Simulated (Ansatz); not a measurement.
**Cu: tests of the settings**

The task here is to estimate one member of a computed series from the others.

Program: Ansatz 0.2.0. Level of theory: DFT r2SCAN, scalar-relativistic, plane waves, PAW. These are calculated values, not measurements.

### The starting structure

Symmetry: I4/mmm, No. 139, tetragonal system. Conventional cell: a = 2.886 Å, b = 2.886 Å, c = 2.752 Å, α = 90.00°, β = 90.00°, γ = 90.00°. Cu (site symmetry 4/mmm) is surrounded by 10 Cu at 2.46 to 2.75 Å.

Coordinates:

```xyz
1
Lattice="-1.4428 1.4428 1.3761 1.4428 -1.4428 1.3761 1.4428 1.4428 -1.3761" Properties=species:S:1:pos:R:3 pbc="T T T"
Cu    0.0000    0.0000    0.0000
```

The structure comes from the Materials Project (structure only); it is used as listed.

Set-up of the first run:

The input, input.yaml:

```yaml
crystal:
  lattice:
    - [-1.44279332, 1.44279332, 1.37608145]
    - [1.44279332, -1.44279332, 1.37608145]
    - [1.44279332, 1.44279332, -1.37608145]
  atoms:
    - { symbol: Cu, position: [0.0, 0.0, 0.0] }
basis:
  ecutwfc: 500
kpoints:
  mp_grid: { grid: [8, 8, 8] }
hamiltonian:
  xc: r2scan
scf:
  occupations: { method: gaussian, width: 0.1 }
output:
  forces: true
  stress: true
  eigenvalues: true
```

The run is started by

```sh
$ ansatz run input.yaml --threads 1 --pin off --max-ram 2560MiB --backend cpu --events-out ev --progress --plain --runs-dir out
```

Among the steps run: Probe: one point at the start; The base run; Plane-wave cutoff set to 150 eV; Plane-wave cutoff set to 200 eV; Plane-wave cutoff: 250 eV; Plane-wave cutoff set to 300 eV; Plane-wave cutoff: 350 eV; Plane-wave cutoff: 380 eV; Plane-wave cutoff set to 460 eV; Plane-wave cutoff set to 520 eV; Plane-wave cutoff set to 600 eV; Plane-wave cutoff set to 700 eV; Plane-wave cutoff set to 850 eV.

One of the session's tables, all rows but one given; the rest of the session is left out.

It belongs to the step «What the plane-wave cutoff changes». 

```
cutoff (eV)  ΔE (meV/atom)  pressure (GPa)
        150          91342          178.90
        200          15424            3.68
        250           2406            0.96
        300            258            1.73
        350           14.1            0.39
        380           5.66            0.33
        460           2.31            0.29
        500              ?               ?
        520           0.71            0.29
        600           0.36            0.30
        700           0.19            0.30
        850           0.00            0.30
```

Estimate the missing values for cutoff (eV) = 500.

Worked estimate for «ΔE (meV/atom)». A straight line through the neighbours (460, 2.31) and (520, 0.71) gives 2.31 + (0.71 − 2.31) × (500 − 460) / (520 − 460) = 1.24; a parabola fitted to 4 rows on both sides gives 1.16.

**Answer.** ΔE (meV/atom): 1.01; pressure (GPa): 0.29. In «ΔE (meV/atom)» the line misses by +0.23 and the parabola by +0.15.

To keep in mind: Warnings in the runs' records: cutoff below recommended.
